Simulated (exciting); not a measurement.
# Re (Fm-3m) in exciting: reference runs, part 2 of 2

exciting (release sodium).

**3. Single point, PBE (cell strained at random at fixed volume)**

input.xml reads:

```xml
<input>
  <title>Re</title>
  <structure speciespath="./" tshift="false">
    <crystal scale="1">
      <basevect>-0.022249635391 3.823435624802 3.714761254827</basevect>
      <basevect>3.609794527509 0.070919531731 3.621592087705</basevect>
      <basevect>3.746752428391 3.867224358562 -0.066038369151</basevect>
    </crystal>
    <species speciesfile="Re.xml" rmt="2.3">
      <atom coord="-0.013458000000 0.010466000000 0.010726000000"/>
    </species>
  </structure>
  <groundstate do="fromscratch" ngridk="12 12 12" rgkmax="9" gmaxvr="14" lmaxapw="10" lmaxmat="10" lmaxvr="8" xctype="GGA_PBE" stype="Fermi Dirac" swidth="0.00183747" nempty="12" ValenceRelativity="iora*" epsengy="1e-05" epspot="1e-05" maxscl="60" tforce="true" outputlevel="normal"/>
  <properties>
    <chargedensityplot>
      <plot3d>
        <box grid="15 14 15">
          <origin coord="0 0 0"/>
          <point coord="1 0 0"/>
          <point coord="0 1 0"/>
          <point coord="0 0 1"/>
        </box>
      </plot3d>
    </chargedensityplot>
    <elfplot>
      <plot3d>
        <box grid="15 14 15">
          <origin coord="0 0 0"/>
          <point coord="1 0 0"/>
          <point coord="0 1 0"/>
          <point coord="0 0 1"/>
        </box>
      </plot3d>
    </elfplot>
    <exccplot>
      <plot3d>
        <box grid="15 14 15">
          <origin coord="0 0 0"/>
          <point coord="1 0 0"/>
          <point coord="0 1 0"/>
          <point coord="0 0 1"/>
        </box>
      </plot3d>
    </exccplot>
  </properties>
</input>
```

Potentials or basis: all-electron LAPW+lo, shipped species files, valence relativity iora*.

Started as:

```console
OMP_NUM_THREADS=1 exciting_smp
```

INFO.OUT:

```text
================================================================================
EXCITING SODIUM started
[... 10 lines left out ...]

 Lattice vectors (cartesian) :
     -0.0222496354      3.8234356248      3.7147612548
      3.6097945275      0.0709195317      3.6215920877
      3.7467524284      3.8672243586     -0.0660383692

 Reciprocal lattice vectors (cartesian) :
     -0.8466349037      0.8343918819      0.8275375272
      0.8833833158     -0.8409924935      0.8708865509
      0.8208483984      0.8152059882     -0.8341381388

 Unit cell volume                           :     103.9747305274
 Brillouin zone volume                      :       2.3856778679

 Species :    1 (Re)
     parameters loaded from                 :    Re.xml
     name                                   :    rhenium
     nuclear charge                         :     -75.00000000
     electronic charge                      :      75.00000000
     atomic mass                            :  339434.59610000
     muffin-tin radius                      :       2.30000000
     # of radial points in muffin-tin       :     450

     atomic positions (lattice) :
       1 :   0.98654200  0.01046600  0.01072600

 Total number of atoms per unit cell        :       1

 Spin treatment                             :    spin-unpolarised

 Number of Bravais lattice symmetries       :       2
 Number of crystal symmetries               :       1

 k-point grid                               :      12   12   12
[... 21 lines left out ...]

 Number of empty states                     :      12
 Total number of valence states             :      27

 Maximum Hamiltonian size                   :     141
 Maximum number of plane-waves              :     114
 Total number of local-orbitals             :      27

 Exchange-correlation type                  :      20
[... 23 lines left out ...]
+ SCF iteration number :    1                                                  +
++++++++++++++++++++++++++++++++++++++++++++++++++++++++++++++++++++++++++++++++
 Total energy                               :    -16704.68719532
 _______________________________________________________________
 Fermi energy                               :         0.58869561
 Kinetic energy                             :     18914.93476077
 Coulomb energy                             :    -35286.63381573
 Exchange energy                            :      -328.39766486
 Correlation energy                         :        -4.59047550
[... 344 lines left out ...]
 RMS change in effective potential (target) :  0.718633E-09  ( 0.100000E-04)
 Absolute change in total energy   (target) :  0.216608E-05  ( 0.100000E-04)
 Charge distance                   (target) :  0.113523E-08  ( 0.100000E-04)
 Abs. change in max-nonIBS-force   (target) :   0.00000      ( 0.500000E-04)

++++++++++++++++++++++++++++++++++++++++++++++++++++++++++++++++++++++++++++++++
| Convergency criteria checked for the last 2 iterations                       +
| Convergence targets achieved. Performing final SCF iteration                 +
++++++++++++++++++++++++++++++++++++++++++++++++++++++++++++++++++++++++++++++++
 Total energy                               :    -16718.01817678
 _______________________________________________________________
 Fermi energy                               :         0.56505595
 Kinetic energy                             :     18905.89798331
 Coulomb energy                             :    -35290.70681645
 Exchange energy                            :      -328.61884851
 Correlation energy                         :        -4.59049515

 DOS at Fermi energy (states/Ha/cell)       :        24.79423386

 Electron charges :
     core                                   :        46.00000000
     core leakage                           :         0.00000283
     valence                                :        29.00000000
     interstitial                           :         2.63166271
     charge in muffin-tin spheres :
                  atom     1    Re          :        72.36833729
     total charge in muffin-tins            :        72.36833729
     total charge                           :        75.00000000

++++++++++++++++++++++++++++++++++++++++++++++++++++++++++++++++++++++++++++++++
+ Self-consistent loop stopped                                                 +
++++++++++++++++++++++++++++++++++++++++++++++++++++++++++++++++++++++++++++++++
 STATE.OUT is written

--------------------------------------------------------------------------------
- Writing atomic positions and forces                                          -
--------------------------------------------------------------------------------

 Atomic positions (lattice) :
 atom     1  Re  :     0.98654200    0.01046600    0.01072600

 Total atomic forces including IBS (cartesian) :
 atom     1  Re  :     0.00000000    0.00000000    0.00000000

 Atomic force components including IBS (cartesian) :
 atom     1  Re  :     0.00000000    0.00000000    0.00000000   HF force
                 :     0.00000000    0.00000000    0.00000000   core correction
                 :     0.00000000    0.00000000    0.00000000   IBS correction

********************************************************************************
* Groundstate module stopped                                                   *
********************************************************************************

================================================================================
| EXCITING SODIUM stopped                                                      =
================================================================================
```

It took 8.3 min on 1 thread of Intel Xeon Platinum 8559C (Emerald Rapids), shared host; peak memory 0.12 GiB.

What came out:

```
Free energy                                       : -454920.4573 eV
Band gap on the k mesh                            : none (metal or under the smearing width)
All electrons inside the program's atomic spheres : Re 72.37 (radii Re 2.3 bohr)
```

Levels at points of the mesh, in eV from the Fermi level:
```tsv
k point	band 13	band 14	band 15	band 16	band 17	band 18
(0.00, 0.00, 0.00)	-2.28	-2.00	-1.19	0.91	1.50	13.11
(0.50, 0.00, 0.00)	-2.60	-1.31	0.04	3.30	3.75	9.23
(0.00, 0.50, 0.00)	-2.27	-2.03	0.59	3.43	4.00	9.99
(0.50, 0.50, 0.00)	-5.64	2.79	3.42	4.02	4.56	11.06
(0.00, 0.00, 0.50)	-2.41	-1.35	-0.20	3.31	3.61	8.87
(0.50, 0.00, 0.50)	-5.61	2.20	3.53	4.22	4.31	11.35
(0.00, 0.50, 0.50)	-5.64	2.87	3.34	4.08	4.56	11.33
(0.50, 0.50, 0.50)	-2.26	-1.74	0.18	3.10	3.91	9.52
```

Caveat: the log's total energy holds no entropy term; the free energy is that total less TS from the occupations. The run has no spin-orbit coupling, so splittings on Re are missing.
